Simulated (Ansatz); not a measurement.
Sn: equilibrium volume by level of theory

```xyz
1
Lattice="-1.7265 1.7755 2.3383 1.7265 -1.7755 2.3383 1.7265 1.7755 -2.3383" Properties=species:S:1:pos:R:3 pbc="T T T"
Sn    0.0000    0.0000    0.0000
```

This isn't the form of Sn at room conditions, which is tetragonal (white tin).

```tsv
rung	level	program and potentials	cutoff (eV)	k mesh	smearing	core time	chip	equilibrium volume (Å³/atom)	notes
GGA + dispersion	BLYP+D3(BJ)	Ansatz, all-electron LAPW, scalar-relativistic	-	11 × 11 × 11	fermi-dirac 0.05	42 s	Arm Neoverse V2	27.64	-
GGA + dispersion	BLYP+D4	Ansatz, all-electron LAPW, scalar-relativistic	-	11 × 11 × 11	fermi-dirac 0.05	48 s	Arm Neoverse V2	(a)	-
LDA	LDA	Ansatz, all-electron LAPW, scalar-relativistic	-	11 × 11 × 11	fermi-dirac 0.05	48 s	Arm Neoverse V1	25.90	-
GGA	PBEsol	Ansatz, all-electron LAPW, scalar-relativistic	-	11 × 11 × 11	fermi-dirac 0.05	49 s	Arm Neoverse V1	26.57	-
GGA	BLYP	Ansatz, all-electron LAPW, scalar-relativistic	-	11 × 11 × 11	fermi-dirac 0.05	60 s	Arm Neoverse V1	30.86	-
```

Times are single runs on shared hosts and different chips, so they are rough; meshes, cutoffs and the tasks' sizes weigh on the time. Task: relaxation of cell and atoms. All rows: no spin polarisation. Smearing widths are in eV. For a metal such meshes aren't converged. Meshes are those of the run's cell of 1 atom unless a note names another. Relaxations start from the cell shown or near it and stop with a little pressure left. Runs on faulty files, with rough fits or with known faults for this quantity aren't shown. PBE isn't shown for this crystal. No row holds spin-orbit coupling.

Estimate the value left out from the other rows.

(a) 28.14 Å³/atom.
